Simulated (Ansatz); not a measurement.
AgCl: stiffness from a series of strains

```yaml
crystal:
  lattice:
    - [0.00000, 2.77315, 2.77315]
    - [2.77315, 0.00000, 2.77315]
    - [2.77315, 2.77315, 0.00000]
  atoms:
    - { symbol: Ag, position: [0.50000, 0.50000, 0.50000] }
    - { symbol: Cl, position: [0.00000, 0.00000, 0.00000] }
```

Atoms are numbered in the order listed.

The conventional cell has a = 5.546 Å, b = 5.546 Å, c = 5.546 Å, α = 90.00°, β = 90.00°, γ = 90.00°. Around Ag (atom 1) lie 6 Cl at 2.77 Å. Cl (atom 2) is surrounded by 6 Ag at 2.77 Å.

The geometry is COD entry 9011666, unchecked; take it as a test cell.

These are results of DFT, PBEsol, all-electron LAPW, scalar-relativistic in Ansatz 0.2.0, not measurements.

Settings: a Γ-centred 9×9×9 k mesh, Fermi–Dirac smearing of 0.01 eV, basis error target 0.5 meV/atom, no spin polarisation.

The strain is applied along the Cartesian axes of the cell as listed (γ is the engineering shear, twice εxy = εyz = εzx). Fractional coordinates are held (clamped ions).

σ is the change of stress from the unstrained cell, which is at -2.64 GPa; tension is positive, so slopes are stress–strain coefficients at that pressure.

Only quantities that a quadratic follows smoothly over the whole series are listed; rougher ones are left out.

| γ | σxy (GPa) |
| --- | --- |
| -0.0200 | -0.13 |
| -0.0100 | -0.06 |
| 0.0000 | 0.00 |
| 0.0200 | 0.13 |

Task: Fit the series and read off the stiffness at zero strain.

Result: Least-squares fits y = p0 + p1 x + p2 x² to the rows give σxy (GPa): p1 = 6.46, p2 = -4.5. So C44 (clamped ions) = 6 GPa.

Task: One run, at γ = 0.0100, is withheld. Predict its row.

Result: The fits give 0.07; the run gave 0.07.
